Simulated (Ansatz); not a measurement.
Structure: CdTe (started from an entry of an open crystallographic database), at its r2SCAN minimum. Space group F-43m (No. 216), cubic; conventional cell a = 6.560 Å, 35.28 Å³ an atom. Cd is surrounded by 4 Te at 2.84 Å; Te is surrounded by 4 Cd at 2.84 Å.

```cif
data_structure
_symmetry_space_group_name_H-M 'F-43m'
_symmetry_Int_Tables_number 216
_cell_length_a 6.5598
_cell_length_b 6.5598
_cell_length_c 6.5598
_cell_angle_alpha 90.000
_cell_angle_beta 90.000
_cell_angle_gamma 90.000
_cell_volume 282.27
loop_
_atom_site_label
_atom_site_type_symbol
_atom_site_symmetry_multiplicity
_atom_site_Wyckoff_symbol
_atom_site_fract_x
_atom_site_fract_y
_atom_site_fract_z
_atom_site_occupancy
Cd1 Cd 4 a 0.00000 0.00000 0.00000 1
Te1 Te 4 d 0.25000 0.25000 0.75000 1
```

The questions ask for values computed with the PAW code Ansatz on this geometry. (Simulation; no magnetic order is allowed.)

Given (6×6×6 mesh): r2SCAN gives a direct gap of 1.16 eV at Γ.

Q: What does HSE06+SOC give for the gap (4×4×4 mesh)?

A: The HSE06+SOC gap is direct at Γ: 1.23 eV. Spin-orbit coupling itself accounts for -0.30 eV. The gap differs by +0.07 eV from r2SCAN's.

Q: How does the gap change from r2SCAN to PBE0 (4×4×4)?

A: The PBE0 gap is direct at Γ: 2.16 eV. The gap differs by +1.00 eV from r2SCAN's.

Q: Estimate the gap with r2SCAN0 on 4×4×4.

A: With r2SCAN0 the gap is 2.46 eV and direct, at Γ. The gap differs by +1.30 eV from r2SCAN's.

Q: How does the gap change from r2SCAN to LC-ωPBE (4×4×4)?

A: LC-ωPBE gives a direct gap of 6.01 eV at Γ. The gap differs by +4.85 eV from r2SCAN's.

Q: Order these levels by the gap that they give, smallest first.
A. r2SCAN
B. LC-ωPBE
C. LDA
D. PBE
E. r2SCAN0
F. HSE06
G. PBE0
H. DDH-PBE0

A: C (0.40 eV), D (0.66 eV), A (1.16 eV), H (1.31 eV), F (1.53 eV), G (2.16 eV), E (2.46 eV), B (6.01 eV).

Q: Roughly how does the cost of the PBE+SOC run (6×6×6) compare with r2SCAN's (6×6×6)?

A: About 2.2 times as much (16 core-seconds against 8 core-seconds, on 2 threads of Arm Neoverse V2, with other jobs on the host).

Only the levels marked +SOC include spin-orbit coupling.

The meshes of the hybrids are coarse, so their gaps aren't converged to the digits shown.
